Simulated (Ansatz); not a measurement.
# Gd: how the settings move a single-point run

How sensitive is a single-point run of Gd to its settings? A reference run comes first, then one run with altered input.

Program: Ansatz 0.2.0. Level of theory: reference: DFT, PBE, PAW with Ansatz's default frozen-core files, scalar-relativistic. These are calculated values, not measurements.

## (1) The starting structure

It takes space group Im-3m (No. 229, cubic). Conventional cell: a = 4.050 Å, b = 4.050 Å, c = 4.050 Å, α = 90.00°, β = 90.00°, γ = 90.00°. Gd (site symmetry m-3m) is surrounded by 8 Gd at 3.51 Å.

Structure file:

```cif
data_structure
_symmetry_space_group_name_H-M 'Im-3m'
_symmetry_Int_Tables_number 229
_cell_length_a 4.0500
_cell_length_b 4.0500
_cell_length_c 4.0500
_cell_angle_alpha 90.000
_cell_angle_beta 90.000
_cell_angle_gamma 90.000
_cell_volume 66.43
loop_
_atom_site_label
_atom_site_type_symbol
_atom_site_symmetry_multiplicity
_atom_site_Wyckoff_symbol
_atom_site_fract_x
_atom_site_fract_y
_atom_site_fract_z
_atom_site_occupancy
Gd1 Gd 2 a 0.00000 0.00000 0.00000 1
```

## (2) Reference

Contents of input.yaml:

```yaml
crystal:
  lattice:
    - [-2.025, 2.025, 2.025]
    - [2.025, -2.025, 2.025]
    - [2.025, 2.025, -2.025]
  atoms:
    - { symbol: Gd, position: [0.0, 0.0, 0.0], spin: 8.42 }
magnetization:
  spin_polarized: true
  initial_magnetization: 8.42
  spin_locking: { lock_magnetization: hard }
kpoints:
  mp_grid: { grid: [11, 11, 11] }
scf:
  occupations: { method: fermi_dirac, width: 0.03 }
hamiltonian:
  xc: pbe
  pseudopotentials: { kind: paw }
output:
  forces: true
  stress: true
  eigenvalues: true
```

Run with:

```console
$ ansatz run input.yaml --threads 1 --pin off --max-ram 3072MiB --backend cpu --events-out ev --progress --plain --runs-dir out
```

## (3) Changed: symmetry.detect false, mp_grid.grid [9, 9, 9]

input.yaml, as its differences from that of step 2:

```diff
@@ -7,2 +7,3 @@
     - { symbol: Gd, position: [0.0, 0.0, 0.0], spin: 8.42 }
+  symmetry: { detect: false }
 magnetization:
@@ -12,3 +13,3 @@
 kpoints:
-  mp_grid: { grid: [11, 11, 11] }
+  mp_grid: { grid: [9, 9, 9] }
 scf:
@@ -22 +23,5 @@
   eigenvalues: true
+  write_density: true
+  write_potential: true
+  elf: true
+  volumetric_format: npy
```

Q: Predict the outcome of this session. Wanted: for each run, ending; energy change; pressure; abs. moment; force.

As calculated:

```tsv
run	ending	energy change	pressure (GPa)	abs. moment (μB)	force (eV/Å)	cycles	time
reference	converged	0	1.2	8.42	0.00	9	5.9 s
1: symmetry.detect false, mp_grid.grid [9, 9, 9]	converged	+1.8 meV/atom	1.2	8.42	0.00	9	70 s
```

Times don't compare one to one where runs were asked for different outputs or read a saved state (see the inputs); cycles may leave out searches for a lower state.

Residual by cycle in the longest SCF loop of each run; runs are numbered as in the table. The quantity is the density residual dr2, in eV.

```tsv
cycle	reference	run 1
1	0.271	0.268
2	0.186	0.184
3	0.0638	0.065
4	0.0059	0.00562
5	5.9e-4	5.2e-4
6	3.1e-5	2.6e-5
7	1.5e-6	1.1e-6
8	2.6e-8	3.1e-8
9	9.2e-10	3.8e-9
```

Changing the use of symmetry and k-point mesh moves the energy by +1.8 meV/atom. The energy is not variational in the mesh, so the sign tells nothing. Of the settings changed, the mesh is the one that moves energies this far.
